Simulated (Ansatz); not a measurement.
# MgS (P6_3mc) in Ansatz: a series of runs

One crystal, MgS, is run at these levels: PBEsol; tasks: single point, equation of state.

Program: Ansatz 0.2.0. These are calculated values, not measurements. Logs are shortened: lines on timing, memory, paths and dates and some standing lists are left out, and cuts for length are marked.

**1. The structure**

The structure is hexagonal, space group P6_3mc (No. 186). The conventional cell has a = 4.035 Å, b = 4.035 Å, c = 6.432 Å, α = 90.00°, β = 90.00°, γ = 120.00°. Around S (site symmetry 3m) lie 4 Mg at 2.45 to 2.47 Å. Around Mg (site symmetry 3m) lie 4 S at 2.45 to 2.47 Å.

The cell comes from a database or a generator and needn't be the stable form of this composition.

**2. Single point, PBEsol, 21.31 Å³/atom (volume scaled by 0.94)**

Contents of input.yaml:

```yaml
crystal:
  lattice:
    - [3.9522600636, 0.0, 0.0]
    - [-1.9761300318, 3.4227576175, 0.0]
    - [0.0, 0.0, 6.3009860259]
  atoms:
    - { symbol: S, position: [0.6666666667, 0.3333333333, 0.87924415] }
    - { symbol: S, position: [0.3333333333, 0.6666666667, 0.37924415] }
    - { symbol: Mg, position: [0.3333333333, 0.6666666667, 0.99575485] }
    - { symbol: Mg, position: [0.6666666667, 0.3333333333, 0.49575485] }
kpoints:
  mp_grid: { grid: [8, 8, 4] }
scf:
  occupations: { method: fermi_dirac, width: 0.05 }
hamiltonian:
  xc: pbesol
  pseudopotentials: { kind: all_electron, lapw: { basis_error: 0.002 } }
output:
  forces: true
  stress: true
  eigenvalues: true
```

Potentials or basis: all-electron LAPW, scalar-relativistic.

Started as:

```console
ansatz run input.yaml --threads 2 --pin off --max-ram 6144MiB --backend cpu --events-out ev --progress --plain --runs-dir out
```

What it wrote:

```text
Warning: RAYON_NUM_THREADS=2 ignored (pool sized by the plan → 2); use --threads N
LAPW: plane waves up to 7.251 Å⁻¹, error target 2.0e-3 eV per atom; small_component_spin mean_spin; Mg in spheres of 1.230 Å, 10 of its electrons in bands, Dirac shells []; S in spheres of 1.167 Å, 14 of its electrons in bands, Dirac shells [] (how accurate: hamiltonian.pseudopotentials.lapw.basis_error, Limitations)
Engine: ansatz 0.2.0, aarch64-unknown-linux-gnu
Pseudopotentials: kind: all_electron
Pseudopotential: S, LAPW, valence charge 14, lapw/all_electron/scalar/gaussian/S, Koelling and Harmon's equation, gaussian nucleus
Pseudopotential: Mg, LAPW, valence charge 10, lapw/all_electron/scalar/gaussian/Mg, Koelling and Harmon's equation, gaussian nucleus
Functional definition: PBEsol
  exchange = pbesol_x
  correlation = pbesol_c
Crystal: 4 atoms, lattice volume = 85.237 Å³
Basis set: ecut = 200.33805472416452 eV, 549 PW (Γ), exchange–correlation at level 2
Bands: 29, of which v1, the nominal top of the filled ones, is band 24 counted from 1 (23 counted from 0)
Symmetry: 12 space group operations
Space group: P63mc (ITA 186), of the structure as read, at distance tolerance 4.4e-5 Å
k-points: 30 of 256 (time reversal used)
Non-local potential: S, projectors of the file, none
Non-local potential: Mg, projectors of the file, none
Initial density: superposition of atomic densities (chi_scale 0.1, normalization cell, long waves kept (reshape's long-wave potential 0.00 eV rms))
Initial wavefunctions: plane waves of lowest kinetic energy (no species holds an atomic orbital)
Functional: x = pbesol(κ = 0.804, μ = 0.12345679012345678), c = pbesol(β = 0.046)
iter 1 solved again at ethr=5.63e-3 eV; its pass at ethr=1.00e-1 eV (dr2=2.70e0 eV) is discarded
SCF iter   1: F=—  HF=-32576.882756 eV  |F-HF|=—  |Δ(HF+E_count)|=         —  Δρ=4.15e-2  dr2=2.70e0  ethr=5.63e-3  ⟨swp⟩=2.0  Hψ=6042  notcnv=0
preconditioner: auto → Resta (q_TF=auto, 2.479 Å⁻¹)  ε∞=3.2  [insulator: Δε(μ)=4.261 eV  Ē_g=10.957 eV  σ=0.050 eV  W_gap=1.00  n_scr=22 (ndim 8)  ℏωp=16.1 eV  f_vac=0.011  D(μ)=0.00/eV (n_scr^D=0)  ε∞_Penn≈3.2]
SCF iter   2: F=—  HF=-32576.017249 eV  |F-HF|=—  |Δ(HF+E_count)|=   8.66e-1  Δρ=1.85e-2  dr2=5.12e-1  ethr=5.63e-3  ⟨swp⟩=2.1  Hψ=2644  notcnv=0
SCF iter   3: F=—  HF=-32575.936980 eV  |F-HF|=—  |Δ(HF+E_count)|=   8.03e-2  Δρ=7.18e-3  dr2=7.50e-2  ethr=1.07e-3  ⟨swp⟩=2.1  Hψ=2635  notcnv=0  defer=1
iter 4 solved again at ethr=1.65e-6 eV; its pass at ethr=1.56e-4 eV (dr2=7.90e-4 eV) is discarded
SCF iter   4: F=—  HF=-32575.942653 eV  |F-HF|=—  |Δ(HF+E_count)|=         —  Δρ=1.02e-3  dr2=7.87e-4  ethr=1.65e-6  ⟨swp⟩=2.0  Hψ=4413  notcnv=0
the basis was enlarged: its passes take 552.0 KiB over the memory plan, 2 of 2 planned eigensolver slots
SCF iter   5: F=—  HF=-32575.943167 eV  |F-HF|=—  |Δ(HF+E_count)|=   5.14e-4  Δρ=2.99e-4  dr2=1.01e-4  ethr=1.64e-6  ⟨swp⟩=3.0  Hψ=2621  notcnv=0
SCF iter   6: F=—  HF=-32575.943339 eV  |F-HF|=—  |Δ(HF+E_count)|=   1.72e-4  Δρ=1.01e-4  dr2=1.60e-5  ethr=2.10e-7  ⟨swp⟩=3.0  Hψ=2635  notcnv=0
SCF iter   7: F=—  HF=-32575.943361 eV  |F-HF|=—  |Δ(HF+E_count)|=   2.15e-5  Δρ=2.46e-5  dr2=8.07e-7  ethr=3.33e-8  ⟨swp⟩=3.0  Hψ=2702  notcnv=0
SCF iter   8: F=-32575.943362 eV  HF=-32575.943362 eV  |F-HF|=2.05e-8  |Δ(HF+E_count)|=   1.21e-6  Δρ=6.02e-6  dr2=4.44e-8  ethr=1.68e-9  ⟨swp⟩=3.0  Hψ=2715  notcnv=0
SCF 1 converged in 8 iterations: F = -32575.943362 eV  dr2 = 4.44e-8
SCF converged after 8 iterations
Free energy (F): -32575.943362 eV
Harris-Foulkes:  -32575.943362 eV  (|F-HF|=2.05e-8)
Internal energy: -32575.943362 eV  (E = F + TS)
E sigma→0 (E₀):  -32575.943362 eV
Fermi energy:    5.815850 eV
--- Per-component energies (eV) ---
  E_band       = -3234.071617
  E_kinetic    = 32683.230968
  E_xc         = -2235.532293
  E_electrostatic = -63023.642037  (all electrons and nuclei)
  E_smearing   = -0.000000  (= −TS)
  E_closure    = 0.000000  (closes the sum)
  E_atoms      = -32558.189336  (free atoms, spherical and without spin; not in F)
  Σ components = -32575.943362   (vs F -32575.943362, Δ=0.00e0)
  Basis errors (estimates in eV, not in F): energy 9.7e-4 per atom: plane waves 9.0e-4 (5.5e-4 summed), levels above the bands 1.2e-52, relativity 1.4e-8, radial functions 6.9e-5, core shells 1.2e-12; eigenvalues (radial functions only) 2.4e-6; not estimated: angular momenta, meshes, grids; target (lapw.basis_error) 2.0e-3; muffin-tin radii Mg 1.230 Å, S 1.167 Å
--- Forces (eV/Å), atoms counted from 1 ---
  atom   1  S     -0.00000000     0.00000000    -0.03705183
  atom   2  S      0.00000000    -0.00000000    -0.03705183
  atom   3  Mg    -0.00000000    -0.00000000     0.03702620
  atom   4  Mg     0.00000000     0.00000000     0.03702620
  max |Σ_I F_I| component: 5.13e-5 eV/Å
--- Stress (GPa, compression-positive) ---
        3.833790       0.000000       0.000000
        0.000000       3.833790       0.000000
        0.000000       0.000000       3.200229
  P = ⅓ Tr σ = 3.6226 GPa (36.226 kbar)
--- Band table (eV; the first three rows and the last of 30) ---
  k-point 0: bands = ["-198.8147", "-198.8147", "-143.8563", "-143.8563", "-143.8563", "-143.8563", "-143.8544", "-143.8544", "-69.3972", "-69.3971", "-36.3546", "-36.3508", "-36.3481", "-36.3481", "-36.3474", "-36.3474", "-7.6370", "-6.7856", "0.4989", "3.3786", "3.3786", "3.8288", "3.8288", "4.0025", "7.5759", "8.7487", "11.4679", "11.4679", "12.2382"]
  k-point 1: bands = ["-198.8147", "-198.8147", "-143.8563", "-143.8563", "-143.8563", "-143.8563", "-143.8544", "-143.8544", "-69.3972", "-69.3971", "-36.3541", "-36.3513", "-36.3480", "-36.3480", "-36.3475", "-36.3475", "-7.5299", "-6.9323", "0.8962", "3.2369", "3.4406", "3.4406", "3.7588", "3.7588", "8.2874", "8.9086", "11.4148", "11.4148", "11.8527"]
  k-point 2: bands = ["-198.8147", "-198.8147", "-143.8563", "-143.8563", "-143.8563", "-143.8563", "-143.8544", "-143.8544", "-69.3971", "-69.3971", "-36.3527", "-36.3527", "-36.3478", "-36.3478", "-36.3478", "-36.3478", "-7.2503", "-7.2503", "1.9324", "1.9324", "3.5958", "3.5958", "3.5958", "3.5958", "9.0495", "9.0495", "11.6003", "11.6003", "11.6003"]
  k-point 29: bands = ["-198.8147", "-198.8147", "-143.8563", "-143.8563", "-143.8563", "-143.8563", "-143.8544", "-143.8544", "-69.3971", "-69.3971", "-36.3529", "-36.3529", "-36.3496", "-36.3496", "-36.3491", "-36.3491", "-6.6549", "-6.6549", "0.9138", "0.9138", "1.9595", "1.9595", "3.4201", "3.4201", "9.5168", "9.5168", "10.5425", "10.5425", "12.2256"]
```

It took 10 s on 2 threads of Arm Neoverse V1, shared host; peak memory 0.3 GiB.

What came out:

```
Free energy            : -32575.9434 eV
Pressure               : 3.6 GPa
Largest force          : 0.037 eV/Å
Band gap on the k mesh : 3.57 eV, direct
```

**3. Single point, PBEsol, 21.76 Å³/atom (volume scaled by 0.96)**

input.yaml: that of step 2 with these lines changed.

```diff
@@ -2,5 +2,5 @@
   lattice:
-    - [3.9522600636, 0.0, 0.0]
-    - [-1.9761300318, 3.4227576175, 0.0]
-    - [0.0, 0.0, 6.3009860259]
+    - [3.980093798, 0.0, 0.0]
+    - [-1.990046899, 3.4468623386, 0.0]
+    - [0.0, 0.0, 6.3453606289]
   atoms:
```

Potentials or basis: all-electron LAPW, scalar-relativistic.

Started as:

```console
ansatz run input.yaml --threads 2 --pin off --max-ram 6144MiB --backend cpu --events-out ev --progress --plain --runs-dir out
```

Wall time 10 s (2 threads of Arm Neoverse V1, shared host); peak memory 0.3 GiB.

Results (log left out):

- Free energy: -32575.9758 eV
- Pressure: 2.2 GPa
- Largest force: 0.040 eV/Å
- Band gap on the k mesh: 3.47 eV, direct

**4. Single point, PBEsol, 22.22 Å³/atom (volume scaled by 0.98)**

input.yaml: that of step 3 with these lines changed.

```diff
@@ -2,5 +2,5 @@
   lattice:
-    - [3.980093798, 0.0, 0.0]
-    - [-1.990046899, 3.4468623386, 0.0]
-    - [0.0, 0.0, 6.3453606289]
+    - [4.0075435882, 0.0, 0.0]
+    - [-2.0037717941, 3.4706345542, 0.0]
+    - [0.0, 0.0, 6.3891231196]
   atoms:
```

Started as:

```console
ansatz run input.yaml --threads 2 --pin off --max-ram 6144MiB --backend cpu --events-out ev --progress --plain --runs-dir out
```

Run time: 9.9 s. Hardware: 2 threads of Arm Neoverse V1, shared host; peak memory 0.3 GiB.

The run converged. Its results:

```yaml
Free_energy: -32575.9928 eV
Pressure: 0.9 GPa
Largest_force: 0.042 eV/Å
Band_gap_on_the_k_mesh: 3.37 eV, direct
```

**5. Single point, PBEsol, 22.67 Å³/atom**

input.yaml: that of step 4 with these lines changed.

```diff
@@ -2,5 +2,5 @@
   lattice:
-    - [4.0075435882, 0.0, 0.0]
-    - [-2.0037717941, 3.4706345542, 0.0]
-    - [0.0, 0.0, 6.3891231196]
+    - [4.0346224068, 0.0, 0.0]
+    - [-2.0173112034, 3.494085499, 0.0]
+    - [0.0, 0.0, 6.43229418]
   atoms:
```

Started as:

```console
ansatz run input.yaml --threads 2 --pin off --max-ram 6144MiB --backend cpu --events-out ev --progress --plain --runs-dir out
```

Run time: 9.9 s. Hardware: 2 threads of Arm Neoverse V1, shared host; peak memory 0.3 GiB.

Results (log left out):

| Quantity | Value |
| --- | --- |
| Free energy | -32575.9956 eV |
| Pressure | -0.3 GPa |
| Largest force | 0.045 eV/Å |
| Band gap on the k mesh | 3.27 eV, direct |

**6. Single point, PBEsol, 23.12 Å³/atom (volume scaled by 1.02)**

input.yaml: that of step 5 with these lines changed.

```diff
@@ -2,5 +2,5 @@
   lattice:
-    - [4.0346224068, 0.0, 0.0]
-    - [-2.0173112034, 3.494085499, 0.0]
-    - [0.0, 0.0, 6.43229418]
+    - [4.0613425392, 0.0, 0.0]
+    - [-2.0306712696, 3.5172258124, 0.0]
+    - [0.0, 0.0, 6.4748933962]
   atoms:
```

Potentials or basis: all-electron LAPW, scalar-relativistic.

Started as:

```console
ansatz run input.yaml --threads 2 --pin off --max-ram 6144MiB --backend cpu --events-out ev --progress --plain --runs-dir out
```

Run time: 9.8 s. Hardware: 2 threads of Arm Neoverse V1, shared host; peak memory 0.3 GiB.

Results (log left out):

```yaml
Free_energy: -32575.9856 eV
Pressure: -1.4 GPa
Largest_force: 0.047 eV/Å
Band_gap_on_the_k_mesh: 3.17 eV, direct
```

**7. Single point, PBEsol, 23.58 Å³/atom (volume scaled by 1.04)**

input.yaml: that of step 6 with these lines changed.

```diff
@@ -2,5 +2,5 @@
   lattice:
-    - [4.0613425392, 0.0, 0.0]
-    - [-2.0306712696, 3.5172258124, 0.0]
-    - [0.0, 0.0, 6.4748933962]
+    - [4.0877156323, 0.0, 0.0]
+    - [-2.0438578162, 3.5400655811, 0.0]
+    - [0.0, 0.0, 6.5169393366]
   atoms:
```

Started as:

```console
ansatz run input.yaml --threads 2 --pin off --max-ram 6144MiB --backend cpu --events-out ev --progress --plain --runs-dir out
```

Wall time 9.8 s (2 threads of Arm Neoverse V1, shared host); peak memory 0.3 GiB.

Results (log left out):

```
Free energy            : -32575.9641 eV
Pressure               : -2.4 GPa
Largest force          : 0.049 eV/Å
Band gap on the k mesh : 3.08 eV, direct
```

**8. Single point, PBEsol, 24.03 Å³/atom (volume scaled by 1.06)**

input.yaml: that of step 7 with these lines changed.

```diff
@@ -2,5 +2,5 @@
   lattice:
-    - [4.0877156323, 0.0, 0.0]
-    - [-2.0438578162, 3.5400655811, 0.0]
-    - [0.0, 0.0, 6.5169393366]
+    - [4.1137527396, 0.0, 0.0]
+    - [-2.0568763698, 3.5626143774, 0.0]
+    - [0.0, 0.0, 6.5584496235]
   atoms:
```

Started as:

```console
ansatz run input.yaml --threads 2 --pin off --max-ram 6144MiB --backend cpu --events-out ev --progress --plain --runs-dir out
```

It took 9.8 s on 2 threads of Arm Neoverse V1, shared host; peak memory 0.3 GiB.

Results (log left out):

```yaml
Free_energy: -32575.9321 eV
Pressure: -3.3 GPa
Largest_force: 0.050 eV/Å
Band_gap_on_the_k_mesh: 3.00 eV, direct
```

**9. Equation of state, PBEsol**

Potentials or basis: all-electron LAPW, scalar-relativistic.

This step only gathers the single runs of the series.

Results:

* Equilibrium volume: 22.54 Å³/atom
* Bulk modulus at fixed shape and positions: 58 GPa
* Pressure derivative of the bulk modulus: 4.0

Energy against volume, from the lowest point:
| volume (Å³/atom) | energy (meV/atom) |
| --- | --- |
| 21.309 | 13.05 |
| 21.763 | 4.93 |
| 22.216 | 0.70 |
| 22.670 | 0.00 |
| 23.123 | 2.50 |
| 23.576 | 7.88 |
| 24.030 | 15.87 |

Caveat: the cell was scaled at fixed shape and fractional positions, which overstates the stiffness of a crystal with free parameters, most of all of layers and chains.
